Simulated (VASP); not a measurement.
# B (Pmmn) in VASP: notebook

The runs below take B through relaxation of cell and atoms, with r2SCAN, TPSS.

All numbers are computed with VASP 6.6.1; they aren't measurements. Logs are shortened: lines on timing, memory, paths and dates and some standing lists are left out, and cuts for length are marked.

### Step 1. The crystal as given

The structure is orthorhombic, space group Pmmn (No. 59). The conventional cell has a = 1.625 Å, b = 2.866 Å, c = 3.914 Å, α = 90.00°, β = 90.00°, γ = 90.00°. Around B (site symmetry mm2) lie 6 B at 1.62 to 1.86 Å.

The cell was built by a generator and needn't be a form met in nature.

### Step 2. Relaxation of cell and atoms, r2SCAN

INCAR

```
SYSTEM = B
PREC = Accurate
ENCUT = 600
EDIFF = 1E-7
ISMEAR = 0
SIGMA = 0.05
LREAL = .FALSE.
LASPH = .TRUE.
NELM = 60
ALGO = Normal
ISIF = 3
LWAVE = .FALSE.
LCHARG = .FALSE.
METAGGA = R2SCAN
LMIXTAU = .TRUE.
IBRION = 2
NSW = 60
EDIFFG = -0.01
```

KPOINTS

```
Automatic mesh
0
G
  16 9 7
  0 0 0
```

POSCAR

```
B
1.0
    1.6245600000      0.0000000000      0.0000000000
    0.0000000000      2.8661500000      0.0000000000
    0.0000000000      0.0000000000      3.9144000000
B
2
Direct
    0.0000000000      0.5000000000      0.6092600000
    0.5000000000      0.0000000000      0.3907400000
```

Potentials or basis: VASP PAW PBE potentials, release 64 (B).

Run with:

```bash
cat potpaw_PBE.64/B/POTCAR > POTCAR
mpirun -np 1 vasp_std > vasp.out
```

OUTCAR:

```text
SYSTEM = B
   PREC = Accurate
   ENCUT = 600
   EDIFF = 1E-7
   ISMEAR = 0
   LREAL = .FALSE.
   LASPH = .TRUE.
   NELM = 60
   ISIF = 3
   METAGGA = R2SCAN
   IBRION = 2
   NSW = 60
   EDIFFG = -0.01

 ion  position               nearest neighbor table
   1  0.000  0.500  0.609-   2 1.86   2 1.86   2 1.86   2 1.86
   2  0.500  0.000  0.391-   1 1.86   1 1.86   1 1.86   1 1.86

  LATTYP: Found a simple orthorhombic cell.
 ALAT       =     1.6245600000
 B/A-ratio  =     1.7642623233
 C/A-ratio  =     2.4095139607

  Lattice vectors:

 A1 = (   1.6245600000,   0.0000000000,   0.0000000000)
 A2 = (   0.0000000000,   2.8661500000,   0.0000000000)
 A3 = (   0.0000000000,   0.0000000000,   3.9144000000)

Analysis of symmetry for initial positions (statically):
=====================================================================
 Subroutine PRICEL returns:
 Original cell was already a primitive cell.

 Routine SETGRP: Setting up the symmetry group for a
 simple orthorhombic supercell.

 Subroutine GETGRP returns: Found  8 space group operations
 (whereof  4 operations were pure point group operations)
 out of a pool of  8 trial point group operations.

The static configuration has the point symmetry C_2v.
 The point group associated with its full space group is D_2h.

Analysis of symmetry for dynamics (positions and initial velocities):
=====================================================================
 Subroutine PRICEL returns:
 Original cell was already a primitive cell.

 Routine SETGRP: Setting up the symmetry group for a
 simple orthorhombic supercell.

 Subroutine GETGRP returns: Found  8 space group operations
 (whereof  4 operations were pure point group operations)
 out of a pool of  8 trial point group operations.

The dynamic configuration has the point symmetry C_2v.
 The point group associated with its full space group is D_2h.

 Subroutine INISYM returns: Found  8 space group operations
 (whereof  4 operations are pure point group operations),
 and found     1 'primitive' translations

----------------------------------------------------------------------------------------

                                     Primitive cell

  volume of cell :      18.2264

  direct lattice vectors                    reciprocal lattice vectors
[... 115 lines left out ...]
   IVDW    =     0    specifies the selected vdW correction
   LEPSILON=     F    determine dielectric tensor
   LRPA    =     F    only Hartree local field effects (RPA)
 conjugate gradient relaxation of ions
 non-spin polarized calculation
 Gauss-broadening in eV      SIGMA  =   0.05
  energy-cutoff  :      600.00
  volume of cell :       18.23
 maximum number of plane-waves:       624
 NGX is ok and might be reduce to    14
   NGX =  7   NGY = 11   NGZ = 15

--------------------------------------- Ionic step        1  -------------------------------------------

 number of electron       6.0000000 magnetization

 Free energy of the ion-electron system (eV)
  ---------------------------------------------------
  ext. energy  EPLUGINS =         0.00000000
  ---------------------------------------------------
  free energy    TOTEN  =       -13.72029216 eV

  energy without entropy =      -13.71983910  energy(sigma->0) =      -13.72006563

------------------------ aborting loop because EDIFF is reached ----------------------------------------

  FORCE on cell =-STRESS in cart. coord.  units (eV):
  Direction    XX          YY          ZZ          XY          YZ          ZX
  --------------------------------------------------------------------------------------
  -------------------------------------------------------------------------------------
  Total       -0.6261988      0.2770582     -0.0810871      0.0000000      0.0000000      0.0000000
  in kB      -55.0456416     24.3546401     -7.1279140      0.0000000      0.0000000      0.0000000
  external PRESSURE =     -12.6063052 kB  Pullay stress =       0.0000000 kB
[... 89 lines left out ...]
  FREE ENERGIE OF THE ION-ELECTRON SYSTEM (eV)
  ---------------------------------------------------
  free  energy   TOTEN  =       -13.7226513016 eV

  energy  without entropy=      -13.7222752182  energy(sigma->0) =      -13.72246326

[... ionic steps 4 to 8 ...]

--------------------------------------- Ionic step        9  -------------------------------------------

 number of electron       6.0000000 magnetization

------------------------ aborting loop because EDIFF is reached ----------------------------------------
[... 67 lines left out ...]
--------------------------------------- Ionic step       11  -------------------------------------------

 number of electron       6.0000000 magnetization

 Free energy of the ion-electron system (eV)
  ---------------------------------------------------
  ext. energy  EPLUGINS =         0.00000000
  ---------------------------------------------------
  free energy    TOTEN  =       -13.72328744 eV

  energy without entropy =      -13.72304153  energy(sigma->0) =      -13.72316448

 E-fermi :   4.5644     XC(G=0): -11.0010

 val. band max:        4.4917139300   @ k =   0.3125   0.0000   0.4286
 cond. band min:       4.5930525320   @ k =   0.1250   0.2222   0.2857
 fundamental gap:      0.1013386020
 Fermi energy:         4.5644437828

 k-point     1 :       0.0000    0.0000    0.0000
  band No.  band energies     occupation
      1     -12.6218      2.00000
      2      -1.6858      2.00000
      3      -1.1992      2.00000
      4       2.0004      2.00000
      5       7.4484      0.00000
      6      13.2232      0.00000
      7      16.9580      0.00000
[... 221 lines left out ...]
 k-point    24 :       0.3125    0.2222    0.0000
  band No.  band energies     occupation
      1      -7.8173      2.00000
      2      -0.7003      2.00000
      3       3.5444      2.00000
      4       7.7838      0.00000
      5      11.1689      0.00000
      6      13.6791      0.00000
      7      17.7757      0.00000

 [... further k-points ...]

------------------------ aborting loop because EDIFF is reached ----------------------------------------

  FORCE on cell =-STRESS in cart. coord.  units (eV):
  Direction    XX          YY          ZZ          XY          YZ          ZX
  --------------------------------------------------------------------------------------
  -------------------------------------------------------------------------------------
  Total        0.0024054     -0.0019249      0.0039602      0.0000000      0.0000000      0.0000000
  in kB        0.2141805     -0.1713989      0.3526284      0.0000000      0.0000000      0.0000000
  external PRESSURE =       0.1318033 kB  Pullay stress =       0.0000000 kB
[... 17 lines left out ...]
  FREE ENERGIE OF THE ION-ELECTRON SYSTEM (eV)
  ---------------------------------------------------
  free  energy   TOTEN  =       -13.7232874426 eV

  energy  without entropy=      -13.7230415269  energy(sigma->0) =      -13.72316448

 reached required accuracy - stopping structural energy minimisation
```

CONTCAR:

```text
B
   1.00000000000000
     1.6157142917153198    0.0000000000000000    0.0000000000000000
     0.0000000000000000    2.8816775489002180    0.0000000000000000
     0.0000000000000000    0.0000000000000000    3.8645898448030067
  B
     2
Direct
     0.0000000000000000    0.5000000000000000    0.6105937294448547
     0.5000000000000000    0.0000000000000000    0.3894062705551453

  0.00000000E+00  0.00000000E+00  0.00000000E+00
  0.00000000E+00  0.00000000E+00  0.00000000E+00
```

It took 3.7 min on 1 thread of Intel Xeon 6975P-C (Granite Rapids), shared host; peak memory 0.14 GiB.

Results:

| Property | Result |
| --- | --- |
| Free energy | -13.7233 eV |
| Relaxed volume | 9.00 Å³/atom |
| Relaxed cell | a = 1.616 Å, b = 2.882 Å, c = 3.865 Å, α = 90.00°, β = 90.00°, γ = 90.00° |
| Space group after relaxing (to 0.05 Å) | Pmmn (No. 59) |
| Energy gained by relaxing | 1.5 meV/atom |
| Ionic steps | 11 |
| Pressure after relaxing | 0.0 GPa |
| Largest force after relaxing | 0.005 eV/Å |
| Band gap on the k mesh | none (metal or under the smearing width) |

Forces on the atoms (eV/Å):
```
B    0.000  0.000  0.005
B    0.000  0.000 -0.005
```

The path:
| step | energy change (eV) | largest force (eV/Å) | pressure (GPa) | volume (Å³) |
| --- | --- | --- | --- | --- |
| 1 | 0.0000 | 0.0027 | -1.26 | 18.23 |
| 2 | 0.0034 | 0.0741 | 3.29 | 18.04 |
| 3 | -0.0024 | 0.0297 | 0.49 | 18.15 |
| 4 | -0.0026 | 0.0061 | -0.28 | 18.21 |
| 5 | -0.0026 | 0.0074 | -0.23 | 18.20 |
| 6 | -0.0027 | 0.0062 | -0.22 | 18.18 |
| 7 | -0.0029 | 0.0044 | -0.20 | 18.11 |
| 8 | -0.0030 | 0.0028 | -0.16 | 17.97 |
| 9 | -0.0030 | 0.0038 | -0.17 | 18.01 |
| 10 | -0.0028 | 0.0095 | 0.63 | 17.94 |
| 11 | -0.0030 | 0.0054 | 0.01 | 17.99 |

Final structure:
```cif
data_structure
_symmetry_space_group_name_H-M 'P 1'
_symmetry_Int_Tables_number 1
_cell_length_a 1.6157
_cell_length_b 2.8817
_cell_length_c 3.8646
_cell_angle_alpha 90.000
_cell_angle_beta 90.000
_cell_angle_gamma 90.000
_cell_volume 17.99
loop_
_atom_site_label
_atom_site_type_symbol
_atom_site_fract_x
_atom_site_fract_y
_atom_site_fract_z
_atom_site_occupancy
B1 B 0.00000 0.50000 0.61059 1
B2 B 0.50000 0.00000 0.38941 1
```

Caveat: the PAW data sets were made with another functional, which shifts forces and pressure a little.

### Step 3. Relaxation of cell and atoms, TPSS

INCAR

```
PREC     = Accurate       # precision mode
ENCUT    = 600            # plane-wave cutoff, eV
EDIFF    = 1E-6           # SCF threshold, eV
ISMEAR   = 0              # smearing method
SIGMA    = 0.05           # smearing width, eV
LREAL    = F              # projectors in reciprocal space
LASPH    = T              # aspherical terms in the spheres
NELM     = 80             # most SCF steps
ALGO     = Normal         # electronic algorithm
ISIF     = 3              # what is computed and relaxed
LWAVE    = F              # write WAVECAR
LCHARG   = F              # write CHGCAR
METAGGA  = TPSS           # meta-GGA
LMIXTAU  = T            
IBRION   = 2              # ionic algorithm
NSW      = 40             # ionic steps
EDIFFG   = -0.01          # ionic threshold
```

KPOINTS

```
regular mesh
0
Gamma
  16 9 7
```

POSCAR is that of step 2.

Potentials or basis: VASP PAW PBE potentials, release 64 (B).

Run with:

```bash
cat potpaw_PBE.64/B/POTCAR > POTCAR
mpirun -np 1 vasp_std > vasp.out
```

Wall time 6.2 min (1 thread of Intel Xeon 6975P-C (Granite Rapids), shared host); peak memory 0.14 GiB.

It converged, with:

| Item | Value |
| --- | --- |
| Free energy | -14.7920 eV |
| Relaxed volume | 8.91 Å³/atom |
| Relaxed cell | a = 1.616 Å, b = 2.863 Å, c = 3.851 Å, α = 90.00°, β = 90.00°, γ = 90.00° |
| Space group after relaxing (to 0.05 Å) | Pmmn (No. 59) |
| Energy gained by relaxing | 4.1 meV/atom |
| Ionic steps | 25 |
| Pressure after relaxing | -0.1 GPa |
| Largest force after relaxing | 0.004 eV/Å |
| Band gap on the k mesh | none (metal or under the smearing width) |

Forces in eV/Å, atoms in the order of the input:
```
B    0.000  0.000 -0.004
B    0.000  0.000  0.004
```

Stress tensor (GPa, compression positive):
```
 0.03  0.00  0.00
 0.00 -0.16  0.00
 0.00  0.00 -0.15
```

The path:
| step | energy change (eV) | largest force (eV/Å) | pressure (GPa) | volume (Å³) |
| --- | --- | --- | --- | --- |
| 1 | 0.0000 | 0.1390 | -0.76 | 18.23 |
| 2 | -0.0025 | 0.2281 | 0.81 | 18.11 |
| 3 | -0.0027 | 0.2355 | 1.19 | 18.09 |
| 4 | -0.0036 | 0.2112 | 1.24 | 18.07 |
| 5 | -0.0046 | 0.1364 | 1.34 | 18.05 |
| 6 | -0.0039 | 0.0157 | 1.56 | 18.00 |
| 7 | -0.0048 | 0.0908 | 1.39 | 18.03 |
| 8 | -0.0065 | 0.0523 | 0.57 | 18.06 |
| 9 | -0.0075 | 0.0147 | -0.83 | 18.10 |
| 10 | -0.0075 | 0.0088 | -0.69 | 18.10 |
| 11 | -0.0076 | 0.0060 | -0.63 | 18.08 |
| 12 | -0.0078 | 0.0033 | -0.21 | 18.02 |
| 13 | -0.0078 | 0.0060 | -0.13 | 18.00 |
| 14 | -0.0078 | 0.0084 | 0.02 | 17.99 |
| 15 | -0.0078 | 0.0070 | -0.02 | 18.00 |
| 16 | -0.0078 | 0.0065 | -0.06 | 18.00 |
| 17 | -0.0078 | 0.0094 | -0.05 | 17.99 |
| 18 | -0.0079 | 0.0174 | 0.03 | 17.95 |
| 19 | -0.0080 | 0.0346 | 0.17 | 17.88 |
| 20 | -0.0081 | 0.0271 | 0.00 | 17.88 |
| 21 | -0.0081 | 0.0134 | -0.29 | 17.87 |
| 22 | -0.0081 | 0.0059 | -0.26 | 17.85 |
| 23 | -0.0082 | 0.0101 | -0.18 | 17.82 |
| 24 | -0.0082 | 0.0073 | -0.19 | 17.83 |
| 25 | -0.0082 | 0.0038 | -0.09 | 17.82 |

Final structure:
```xyz
2
Lattice="1.6161 0.0000 0.0000 0.0000 2.8631 0.0000 0.0000 0.0000 3.8511" Properties=species:S:1:pos:R:3 pbc="T T T"
B     0.0000    1.4316    2.3768
B     0.8080    0.0000    1.4743
```

Levels at points of the mesh, in eV from the Fermi level:
```
           k point  band 1  band 2  band 3  band 4  band 5  band 6  band 7
(0.00, 0.00, 0.00)  -16.30   -5.92   -5.04   -2.78    3.06    8.14   12.17
(0.50, 0.00, 0.00)   -6.90   -6.90    6.85    6.85    7.97    7.97   10.68
```

Caveat: the PAW data sets were made with another functional, which shifts forces and pressure a little; this functional lacks dispersion, which binds the layers, so the pressure and a relaxed spacing across them are unreliable.

### Step 4. For comparison

An earlier run on the cell as given: functional PBE; potentials or basis VASP PAW PBE potentials, release 64 (B); cutoff 520 eV; k mesh 16 × 9 × 7; occupations fermi-dirac, width 0.05 eV; no spin polarisation.

* Pressure: 0.1 GPa
* Largest force: 0.006 eV/Å
* Band gap on the k mesh: none (metal or under the smearing width)

### Step 5. The runs side by side

```csv
task,level,cell,cutoff (eV),smearing,gap on the mesh (eV),pressure (GPa),relaxed volume (Å³/atom),largest force (eV/Å)
relaxation of cell and atoms,r2SCAN,relaxed,600,gaussian 0.05 eV,none,0.0,9.00,0.01
relaxation of cell and atoms,TPSS,relaxed,600,gaussian 0.05 eV,none,-0.1,8.91,-
single point,PBE,as given,520,fermi-dirac 0.05 eV,none,0.1,-,0.01
```

Alike in all rows: potentials or basis VASP PAW PBE potentials, release 64 (B); no spin polarisation; k mesh 16 × 9 × 7.

Caveats: the PAW data sets were made with another functional, which shifts forces and pressure a little (some runs); this functional lacks dispersion, which binds the layers, so the pressure and a relaxed spacing across them are unreliable (some runs).

Absolute energies hang on the potentials; compare differences alone.
